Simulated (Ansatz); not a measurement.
# Sb (fcc type): the cost of one run

Method: DFT PBE, with the methods named in each step, in Ansatz 0.2.0.

### 1 Starting point

The structure is cubic, space group Fm-3m (No. 225). Conventional cell: a = 4.792 Å, b = 4.792 Å, c = 4.792 Å, α = 90.00°, β = 90.00°, γ = 90.00°. Sb (site symmetry m-3m) is surrounded by 12 Sb at 3.39 Å.

Coordinates:

```cif
data_structure
_symmetry_space_group_name_H-M 'Fm-3m'
_symmetry_Int_Tables_number 225
_cell_length_a 4.7920
_cell_length_b 4.7920
_cell_length_c 4.7920
_cell_angle_alpha 90.000
_cell_angle_beta 90.000
_cell_angle_gamma 90.000
_cell_volume 110.04
loop_
_atom_site_label
_atom_site_type_symbol
_atom_site_symmetry_multiplicity
_atom_site_Wyckoff_symbol
_atom_site_fract_x
_atom_site_fract_y
_atom_site_fract_z
_atom_site_occupancy
Sb1 Sb 4 a 0.00000 0.00000 0.00000 1
```

The file gives the conventional cell by its symmetry; the runs use the cell typed in the input.

Atoms are numbered in the order of the input: Sb1, Sb2.

### 2 Bulk in the slab's orientation, LAPW

The input, input.yaml:

```yaml
crystal:
  lattice:
    - [-2.3960075572, 2.3960075572, 0.0]
    - [0.0, 0.0, 4.7920151143]
    - [2.3960075572, 2.3960075572, 0.0]
  atoms:
    - { symbol: Sb, position: [0.0, 0.0, 0.0] }
    - { symbol: Sb, position: [0.5, 0.5, 0.5] }
kpoints:
  mp_grid: { grid: [10, 7, 10] }
scf:
  occupations: { method: fermi_dirac, width: 0.08 }
hamiltonian:
  xc: pbe
  pseudopotentials: { kind: all_electron, lapw: { basis_error: 0.001 } }
output:
  forces: true
  stress: true
  eigenvalues: true
```

Run with:

```console
> ansatz run input.yaml --threads 1 --pin off --max-ram 3584MiB --backend cpu --events-out ev --progress --plain --runs-dir out
```

**Question.** How long does this run take on 1 thread of Arm Neoverse V2, shared host, and how much memory does it need?

About 13 s, with a peak of 0.34 GiB.
